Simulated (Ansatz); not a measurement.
Working through a dielectric-dependent hybrid calculation of CdS, space group F-43m

Computed with Ansatz's Python interface.

`POSCAR`
```text
CdS
1.0
   0.00000000    2.91650000    2.91650000
   2.91650000    0.00000000    2.91650000
   2.91650000    2.91650000    0.00000000
Cd S
1 1
Direct
   0.00000000    0.00000000    0.00000000
   0.25000000    0.25000000    0.25000000
```

Notebook, run cell by cell (the value of a cell's last expression is shown):

```python
import warnings

import ansatz as az
from ase.io import read
import numpy as np
```

```python
MESH = (4, 4, 4)
OCCUPATIONS = 'fixed'
```

```python
def count_gap(report):
    # lowest empty less highest filled band, counting bands; zero where they overlap
    return max(report.get('gap_by_band_count_ev') or 0.0, 0.0)
```

```python
warnings.simplefilter('ignore', az.DeckWarning)

atoms = read('POSCAR', format='vasp')
xtal = az.Crystal.from_ase(atoms)
```

```python
model = xtal.calculation().basis(38 * az.Ry).kpoints(mesh=MESH).occupations(OCCUPATIONS).band_table()
semilocal = model.functional('pbesol').run().report
hybrid = model.functional(exchange='pbesol', correlation='pbesol', exact_fraction='inverse_dielectric').run().report
alpha = hybrid['hybrid']['exact_exchange_fraction']
print(f'fraction of exact exchange {alpha:.4f}, so eps_inf = {1 / alpha:.2f}')
print(f'gap by band count: {count_gap(semilocal):.3f} eV semilocal, {count_gap(hybrid):.3f} eV hybrid')
```

    fraction of exact exchange 0.1554, so eps_inf = 6.44
    gap by band count: 0.991 eV semilocal, 2.042 eV hybrid

The fraction is 0.1554, one over a mean dielectric constant (a third of the trace) of 6.44. It opens the gap from 0.991 to 2.042 eV, by 1.05 eV.

Caveats:
- The k-point mesh is coarse, and energy and stress weren't tested for convergence.
- The structure is a deposited one; some such entries were measured under pressure or heat, so a shift against it needn't be the functional's error alone.
- Levels are Kohn-Sham eigenvalues on this mesh, without spin-orbit coupling.
- The gaps are those of a coarse mesh; the run finds the dielectric constant of the semilocal functional on meshes of its own.
- Wall time of the script: 31 s on 1 thread of Arm Neoverse V1, with other jobs on the host, peak memory 1 GiB.
